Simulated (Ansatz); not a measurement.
Phases of ZnS at 7.4 GPa

Structure types of ZnS are relaxed in primitive cells with their symmetry kept at 7.4 GPa, on PAW files; LAPW relaxes the small cells further and takes the PAW cell for the others (marked *). The enthalpy is E + pV at zero temperature, without zero-point motion. Only the types listed were tried, and differences under about 5 meV/atom are mesh noise. The real phase may be another.

All numbers are PBE results (scalar-relativistic) from Ansatz 0.2.0, with Fermi–Dirac smearing of 0.08 eV, no spin polarisation. Methods: LAPW: all electrons, basis error target 0.5 meV/atom; PAW: frozen-core files, cutoff 420 eV.

k meshes: rocksalt 15×15×15, CsCl 14×14×14, zincblende 13×13×13, wurtzite 10×10×5, NiAs 11×11×6.

**Question.** Which type is lowest in enthalpy, and by how much?

**Answer.** zincblende, 4 meV/atom below wurtzite, which is within the noise of the k meshes. The whole table:

```json
{"start type": "rocksalt", "ends as": "rocksalt, Fm-3m", "a, b, c (Å)": "4.982, 4.982, 4.982", "V (Å³/atom)": "15.45", "H − H(lowest), LAPW (meV/atom)": "169.2", "same, PAW": "169.8"}
{"start type": "CsCl", "ends as": "CsCl, Pm-3m", "a, b, c (Å)": "3.111, 3.111, 3.111", "V (Å³/atom)": "15.05", "H − H(lowest), LAPW (meV/atom)": "799.1", "same, PAW": "800.1"}
{"start type": "zincblende", "ends as": "zincblende, F-43m", "a, b, c (Å)": "5.287, 5.287, 5.287", "V (Å³/atom)": "18.47", "H − H(lowest), LAPW (meV/atom)": "0.0", "same, PAW": "0.0"}
{"start type": "wurtzite*", "ends as": "wurtzite, P6_3mc", "a, b, c (Å)": "3.730, 3.730, 6.136", "V (Å³/atom)": "18.48", "H − H(lowest), LAPW (meV/atom)": "3.6", "same, PAW": "3.6"}
{"start type": "NiAs*", "ends as": "NiAs, P6_3/mmc", "a, b, c (Å)": "3.532, 3.532, 5.788", "V (Å³/atom)": "15.64", "H − H(lowest), LAPW (meV/atom)": "198.4", "same, PAW": "199.1"}
```
